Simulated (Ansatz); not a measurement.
Program: Ansatz. Geometries: PBE0-D4/def2-TZVP. ΔE: electronic, gas phase. CBS: MP2 limit from def2 TZ/QZ plus the TZ coupled-cluster correction, frozen cores. This one scheme is used for every species. Functionals use def2-TZVPP. B3LYP here is the variant with VWN-RPA as its local correlation; programs differ in this. One conformer a species, not always the lowest.

`CCCC(=O)N(C)C` + H₂S → `CCCS` + `CN(C)C=O`  (substitution at a C–C bond)

`CCCC(=O)N(C)C`:

Z-matrix (Å, degrees):
```
C
C 1 1.518
H 1 1.092 2 111.2
H 1 1.094 2 111.4 3 -120.0
H 1 1.094 2 111.4 3 120.0
C 2 1.517 1 112.0 3 180.0
H 2 1.093 1 110.5 3 -58.2
H 2 1.093 1 110.5 3 58.2
C 6 1.518 2 112.4 1 180.0
H 6 1.097 2 109.9 1 58.1
H 6 1.096 2 109.9 1 -58.0
O 9 1.218 6 121.0 2 -0.0
N 9 1.364 6 117.3 2 180.0
C 13 1.438 9 125.3 6 -0.0
C 13 1.441 9 119.3 6 180.0
H 14 1.096 13 110.6 9 -120.4
H 14 1.096 13 110.6 9 120.4
H 14 1.086 13 111.5 9 -0.0
H 15 1.087 13 108.7 9 -0.2
H 15 1.095 13 110.6 9 119.9
H 15 1.095 13 110.6 9 -120.4
```

H₂S:

```xyz
3

S     0.238   -0.472   -0.324
H     0.774    0.540    0.375
H    -1.012   -0.068   -0.051
```

`CCCS`:

```xyz
12

C     0.621   -1.200    0.043
C    -0.634   -0.401    0.342
C    -0.447    1.103    0.232
S    -0.096    1.721   -1.437
H     1.448   -0.897    0.694
H     0.939   -1.064   -0.993
H     0.453   -2.267    0.197
H    -0.972   -0.619    1.362
H    -1.440   -0.709   -0.329
H    -1.367    1.621    0.515
H     0.336    1.454    0.909
H     1.159    1.258   -1.536
```

`CN(C)C=O`:

Cartesian coordinates in Å:
```
C 0.033 0.260 1.340
N 0.029 0.125 -0.093
C -0.241 -1.173 -0.646
C 0.272 1.196 -0.882
O 0.506 2.319 -0.495
H 0.255 1.297 1.583
H 0.793 -0.389 1.787
H -0.941 -0.011 1.758
H 0.502 -1.906 -0.315
H -0.211 -1.120 -1.735
H -1.231 -1.532 -0.345
H 0.234 0.934 -1.956
```

```tsv
level	ΔE (kcal/mol)	difference from CCSD(T)/CBS
PBE-D4	3.6	-1.8
r2SCAN-D4	5.0	-0.4
PBE0-D4	4.7	-0.7
B3LYP-D4	4.2	-1.2
ωB97X-V	5.5	0.1
ωB97M-V	5.6	0.2
B2PLYP	3.9	-1.5
PBE	2.8	-2.6
r2SCAN	4.5	-0.9
PBE0	4.0	-1.4
B3LYP	3.1	-2.3
HF/def2-TZVPP	4.5	-0.9
MP2/def2-TZVPP	5.0	-0.4
SCS-MP2/def2-TZVPP	4.6	-0.8
CCSD/def2-TZVPP	5.9	0.5
CCSD(T)/def2-TZVPP	5.9	0.5
HF/def2-QZVPP	4.5	-0.9
MP2/def2-QZVPP	4.8	-0.6
SCS-MP2/def2-QZVPP	4.3	-1.1
HF/CBS(def2)	4.4	-1.0
MP2/CBS(def2)	4.6	-0.8
CCSD/CBS(def2)	5.5	0.1
CCSD(T)/CBS	5.4	0
```

Largest T1 diagnostic among the species: 0.014.

The D4 term adds +1.1 kcal/mol with B3LYP and +0.8 kcal/mol with PBE0; it sums over pairs of atoms, weighted by their polarisabilities, and B3LYP, whose exchange is more repulsive, gets the larger term. From PBE to PBE0 (25 % exact exchange), in def2-TZVPP and without D4, ΔE moves by +1.2 kcal/mol.

CCSD(T)/CBS has its own doubt, a few kJ/mol and more with outer-core shells, so smaller differences from it don't rank the levels.
